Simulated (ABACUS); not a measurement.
Input of an ABACUS 3.10.1 run:

INPUT

```
INPUT_PARAMETERS
suffix              LiH
calculation         scf
basis_type          lcao
pseudo_dir          ./
orbital_dir         ./
symmetry            1
dft_functional      pbe
ecutwfc             100
pseudo_rcut         10
nspin               1
nbands              6
ks_solver           genelpa
smearing_method     fd
smearing_sigma      0.00367493
scf_thr             1e-07
scf_nmax            100
mixing_type         broyden
mixing_beta         0.7
cal_force           1
cal_stress          1
out_mul             1
```

File STRU:

```
ATOMIC_SPECIES
Li 6.9400 Li.upf
H 1.0080 H.upf

NUMERICAL_ORBITAL
Li_confined-atom_8au_3s1p.orb
H_confined-atom_6au_2s1p.orb

LATTICE_CONSTANT
1.8897261246

LATTICE_VECTORS
0.0000000000 2.0367500000 2.0367500000
2.0367500000 0.0000000000 2.0367500000
2.0367500000 2.0367500000 0.0000000000

ATOMIC_POSITIONS
Direct

Li
0.0
1
0.0122290000 -0.0038920000 0.0003880000 1 1 1

H
0.0
1
0.4966860000 0.4981150000 0.5046530000 1 1 1
```

File KPT:

```
K_POINTS
0
Gamma
11 11 11 0 0 0
```

Potentials or basis: PseudoDojo NC SR 0.4.1 PBE standard, DZP LCAO (the cutoffs set its grid).

Launch:

```sh
$ OMP_NUM_THREADS=1 mpirun -np 4 abacus > log
```

(1) Estimate the largest force.

(2) Estimate the Mulliken charges.

Results:

(1) 0.040 eV/Å.

(2) Li +0.28; H -0.28 e.

Caveat: the atomic orbitals were generated for these runs and aren't a published set.
